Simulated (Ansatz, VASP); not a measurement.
# One calculation of GaP, two programs

```
Ga P
1.0
     0.00000    2.77769    2.77769
     2.77769    0.00000    2.77769
     2.77769    2.77769    0.00000
Ga P
1 1
Direct
  0.00000 0.00000 0.00000
  0.25000 0.25000 0.25000
```

Alike in both runs: functional RPBE; k mesh 6 × 6 × 6; no spin polarisation.

Ansatz relaxed the structure, and its values are those at the end. VASP's run is a single point on that final structure, the one shown.

|  | VASP | Ansatz |
| --- | --- | --- |
| version | VASP 6.6.1 | Ansatz 0.2.0 |
| potentials or method | VASP PAW PBE potentials, release 64 (Ga_d, P) | plane waves, PAW |
| plane-wave cutoff (eV) | 520 | 550 |
| occupations | gaussian, width 0.01 eV | fixed |
| valence electrons in the cell | 18 | 18 |

|  | VASP | Ansatz | Ansatz less VASP |
| --- | --- | --- | --- |
| pressure (GPa) | -0.1 | 0.0 | +0.14 |

Caveats: the PAW data sets were made with another functional, which shifts forces and pressure a little (VASP). A k mesh can miss the band edges.
